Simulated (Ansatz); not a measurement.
NiO:

```
Ni O
1.0
     0.00000    2.08590    2.08590
     2.08590    0.00000    2.08590
     2.08590    2.08590    0.00000
Ni O
1 1
Direct
  0.00000 0.00000 0.00000
  0.50000 0.50000 0.50000
```

Program: Ansatz 0.2.0. Alike in all runs: spin collinear, ferromagnetic start; cell as given; k mesh 11 × 11 × 11.

Q: Order these runs on this cell by their pressure, lowest first.
A. level PBE; potentials or basis Ansatz PAW; cutoff (eV) 420; smearing gaussian 0.018 eV
B. level LDA+U; potentials or basis JTH PAW; U Ni d U = 7 eV; cutoff (eV) 2400; smearing methfessel-paxton 0.01 eV; points for each segment of the path 14; hubbard projectors ortho-atomic (the default); double counting fll (the default)
C. level PBEsol; potentials or basis Ansatz PAW; cutoff (eV) 420; smearing gaussian 0.05 eV
D. level revPBE+U; potentials or basis PseudoDojo standard (PBE files); U Ni d U = 5 eV; cutoff (eV) 1333; smearing gaussian 0.02 eV; hubbard projectors ortho-atomic; double counting fll (the default)
E. level RPBE; potentials or basis Ansatz PAW; cutoff (eV) 420; smearing gaussian 0.02 eV

A: C (-7.7 GPa), B (-3.2 GPa), A (6.3 GPa), E (13.3 GPa), D (16.8 GPa).

Caveats: a cell with one magnetic atom can't hold antiferromagnetic order, which such compounds often take; the potentials were made for another functional, which shifts forces and pressure (some runs); the PAW data sets come from PBE, with cores solved anew for the run's functional, which leaves a small shift of forces and pressure (some runs); the magnetic or orbital state may not be the lowest (some runs).

Not every run made on this cell is shown here.
